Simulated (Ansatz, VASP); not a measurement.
**Pb in VASP and in Ansatz**

```
Pb
1.0
     0.00000    2.51759    2.51759
     2.51759    0.00000    2.51759
     2.51759    2.51759    0.00000
Pb
1
Direct
  0.00000 0.00000 0.00000
```

Alike in both runs: task single point; functional PBE; k mesh 11 × 11 × 11; occupations methfessel-paxton of order 1, width 0.03 eV; no spin polarisation.

|  | VASP | Ansatz |
| --- | --- | --- |
| version | VASP 6.6.1 | Ansatz 0.2.0 |
| potentials or method | VASP PAW PBE potentials, release 64 (Pb_d) | plane waves (420 eV) with PAW, scalar-relativistic |
| plane-wave cutoff (eV) | 520 | 420 |
| valence electrons in the cell | 14 | 14 |

VASP gave:

- pressure (GPa): -0.2

Task: What did Ansatz give for the same quantities?

Result: Pressure (GPa): -0.1.

The runs have no spin-orbit coupling, so splittings on Pb are missing.
